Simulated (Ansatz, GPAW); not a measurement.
This is a calculation of CaO for GPAW 26.7.0 (ASE script). The cell is a database's computed one, not the measured one.

File run.py:

```python
from ase import Atoms
from ase.dft.bandgap import bandgap
from ase.io import write
from ase.units import GPa
from gpaw import GPAW, PW

atoms = Atoms(['Ca', 'O'],
              cell=[[0.0, 2.403555696, 2.403555696],
                    [2.403555696, 0.0, 2.403555696],
                    [2.403555696, 2.403555696, 0.0]],
              scaled_positions=[[0.0, 0.0, 0.0],
                                [0.5, 0.5, 0.5]],
              pbc=True)

calc = GPAW(mode=PW(800),
            xc='PBE',
            kpts={'size': (10, 10, 10), 'gamma': True},
            occupations={'name': 'methfessel-paxton', 'order': 0, 'width': 0.018000000000000002},
            nbands=16,
            convergence={'density': 1e-05, 'energy': 1e-05},
            maxiter=150,
            txt='gpaw.txt')
atoms.calc = calc
energy = atoms.get_potential_energy()
forces = atoms.get_forces()
stress = atoms.get_stress()
calc.write('gs.gpw')
write('result.traj', atoms)
print(f'Energy: {energy:.6f} eV')
print('Forces (eV/A):')
print(forces.round(4))
print('Stress (GPa):', (stress / GPa).round(3))
print('Fermi level:', round(calc.get_fermi_level(), 4), 'eV')
print(f'Gap: {bandgap(calc)[0]:.4f} eV, direct: {bandgap(calc, direct=True)[0]:.4f} eV')
```

Potentials or basis: GPAW PAW data sets (gpaw-data 1.2.1), pw.

Run with:

```sh
$ OMP_NUM_THREADS=1 python run.py
```

Problem. Set up the same calculation for Ansatz 0.2.0. Potentials or basis there: all-electron LAPW, scalar-relativistic.

Solution. As run (cutoffs and basis follow the program's own potentials, and thresholds, step limits or extra output files can differ):

Contents of input.yaml:

```yaml
crystal:
  lattice:
    - [0.0, 2.403555696, 2.403555696]
    - [2.403555696, 0.0, 2.403555696]
    - [2.403555696, 2.403555696, 0.0]
  atoms:
    - { symbol: Ca, position: [0.0, 0.0, 0.0] }
    - { symbol: O, position: [0.5, 0.5, 0.5] }
kpoints:
  mp_grid: { grid: [10, 10, 10] }
scf:
  occupations: { method: gaussian, width: 0.018 }
hamiltonian:
  xc: pbe
  pseudopotentials: { kind: all_electron, lapw: { basis_error: 0.001 } }
output:
  forces: true
  stress: true
  eigenvalues: true
```

Potentials or basis: all-electron LAPW, scalar-relativistic.

The run is started by

```bash
$ ansatz run input.yaml --threads 1 --pin off --max-ram 3072MiB --backend cpu --events-out ev --progress --plain --runs-dir out
```

Both were run:

|  | GPAW | Ansatz |
| --- | --- | --- |
| Pressure | 2.2 GPa | 1.6 GPa |

Where Ansatz's input types no cutoff or centring, it takes its own default and a Γ-centred mesh.

Pressure is positive in compression.
